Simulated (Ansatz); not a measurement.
# CeO2: the cost of one run

Program: Ansatz 0.2.0. Level of theory: DFT PBE, scalar-relativistic, plane waves, PAW. These are calculated values, not measurements.

1 further run of the same task is left out (it didn't finish).

### 1 The system as given

It takes space group Fm-3m (No. 225, cubic). The conventional cell has a = 5.464 Å, b = 5.464 Å, c = 5.464 Å, α = 90.00°, β = 90.00°, γ = 90.00°. Ce (site symmetry m-3m) has 8 O at 2.37 Å as nearest neighbours. Around O (site symmetry -43m) lie 4 Ce at 2.37 Å.

Coordinates:

```xyz
3
Lattice="0.0000 2.7321 2.7321 2.7321 0.0000 2.7321 2.7321 2.7321 0.0000" Properties=species:S:1:pos:R:3 pbc="T T T"
Ce    0.0000    0.0000    0.0000
O     1.3661    1.3661    1.3661
O     4.0982    4.0982    4.0982
```

This cell comes from an earlier session at PBE: 13.596 Å³/atom at 0.00 GPa, on a 12×12×12 mesh.

The changes: atom 3 (O) moved 0.08 Å along y; atom 2 (O) moved 0.05 Å along z; strain e2 = +0.02, atoms carried along; all atoms moved at random (σ = 0.03 Å), cell strained at random (1 %); all atoms moved at random (σ = 0.15 Å), cell strained at random (1 %).

### 2 Atom 3 (O) moved 0.08 Å along y

input.yaml

```yaml
crystal:
  lattice:
    - [0.0, 2.7321286902, 2.7321286902]
    - [2.7321286902, 0.0, 2.7321286902]
    - [2.7321286902, 2.7321286902, 0.0]
  atoms:
    - { symbol: Ce, position: [0.0, 0.0, 0.0] }
    - { symbol: O, position: [0.25, 0.25, 0.25] }
    - { symbol: O, position: [0.7646405988, 0.7353594012, 0.7646405988] }
basis:
  ecutwfc: 420
  ecutrho_ratio: 4
kpoints:
  mp_grid: { grid: [12, 12, 12] }
hamiltonian:
  xc: pbe
scf:
  occupations: { method: gaussian, width: 0.05 }
output:
  forces: true
  stress: true
  eigenvalues: true
  write_density: true
  write_potential: true
  elf: true
  volumetric_format: npy
```

Command:

```
ansatz run input.yaml --threads 2 --pin off --max-ram 2662MiB --backend cpu --events-out ev --progress --plain --runs-dir out
```

Q: Estimate wall time and peak memory on 2 threads of Intel Xeon 6975P-C (Granite Rapids), shared host.

About 7.5 s, with a peak of 0.56 GiB.
